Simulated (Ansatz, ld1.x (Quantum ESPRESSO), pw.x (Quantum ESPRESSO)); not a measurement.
# hydrogen: one change to the RRKJ potential, in the atom and in the fcc crystal

| Property | Result |
| --- | --- |
| Element | H (Z = 1) |
| Generator | ld1.x (Quantum ESPRESSO) 7.5 |
| Type | norm-conserving RRKJ (Kleinman–Bylander form) |
| Functional | PBE |
| Relativity | scalar-relativistic |
| Frozen core | none |
| Valence charge | 1 |
| Reference configuration | 1s1 |
| Partial waves | 1s (bound): rc 1.55 bohr; 2p channel at -0.15 Ry: rc 1.55 bohr |
| Local potential | all-electron potential smoothed inside 1.20 bohr (lloc = -2) |
| Core correction | none |

Change: local potential all-electron potential smoothed inside 1.52 bohr (lloc = -2).

Cutoffs, loose and tight: the cutoffs (Ry, on a coarse ladder) from which the occupation-weighted sum of valence levels, in a spherical-Bessel basis at the reference potential, stays within 10 and 1 mRy of its value at 400 Ry. They do not see the model core or the augmentation charge, which bear on the density cutoff. Test errors are all-electron minus pseudo excitation energies from the reference, over the configurations 1s0.5; variants that change the core or the reference have their own tests.

Crystal test: fcc H in pw.x 7.5, no spin, 18³ k-points, Fermi–Dirac smearing 0.01 Ry, cutoffs set for each file from its atomic test. The reference is all-electron LAPW (Ansatz 0.2.0) with the same functional, mesh and smearing; V0 and B0 come from Birch–Murnaghan fits to the pressures at five volumes. Errors are pseudo minus all-electron; Δ is the rms difference of the E(V) curves that follow from these fits, minima aligned, over ±6 % about the mean V0. Mesh and smearing are coarse, so the numbers serve the comparison and aren't converged zero-temperature values; the lattice is a test structure that the element need not adopt.

All-electron: a0 = 2.282 Å (V0 = 2.97 Å³/atom), B0 = 107.9 GPa.

Task: Does the change bring the crystal closer to the all-electron result?

Result: The mean pressure error goes from +0.28 to +1.73 GPa, so the change moves the solid further from the all-electron pressures. At 80 % of its cutoff the pressure of the base moves by -0.57 GPa.

```csv
quantity,base,changed
outcome (atom),generated,generated
"cutoff, loose (atom)",18 Ry,18 Ry
"cutoff, tight (atom)",30 Ry,30 Ry
bound ghosts (atom),none,none
cutoffs in pw.x (Ry),40/160,40/160
a0 (Å),2.284,2.294
a0 error (%),+0.09,+0.53
B0 error (%),-1.1,-1.3
Δ (meV/atom),0.2,1.1
mean pressure error (GPa),+0.28,+1.73
```

Changed file: This is a poor potential for the solid. The atomic cutoffs weigh occupied waves only.
